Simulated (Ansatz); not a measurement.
The system is Be.

```
Be
1.0
     2.23274    0.00000    0.00000
     0.00000    2.23274    0.00000
     0.00000    0.00000    2.06565
Be
1
Direct
  0.50000 0.50000 0.00000
```

The cell was built by a generator and needn't be a form met in nature.

Base run:

| Property | Result |
| --- | --- |
| Program | Ansatz 0.2.0 |
| Functional | RPBE |
| Potentials or basis | Ansatz PAW |
| Cutoff | 420 eV (not typed: the program's choice for these potentials) |
| k mesh | 12 × 12 × 13 |
| Occupations | fermi-dirac, width 0.05 eV |
| Spin | no spin polarisation |

Its results: band gap on the k mesh none (metal or under the smearing width); pressure 2.1 GPa.

**Question.** After a change of settings the same cell gave: band gap on the k mesh none (metal or under the smearing width); pressure -3.3 GPa. Which change was it?
A. functional from RPBE to PBE
B. functional from RPBE to PBEsol
C. functional from RPBE to revPBE
D. functional from RPBE to LDA

**Answer.** D.

LDA binds more tightly than RPBE, so the same cell stands under less pressure.

Caveats: the PAW data sets come from PBE, with cores solved anew for the run's functional, which leaves a small shift of forces and pressure.
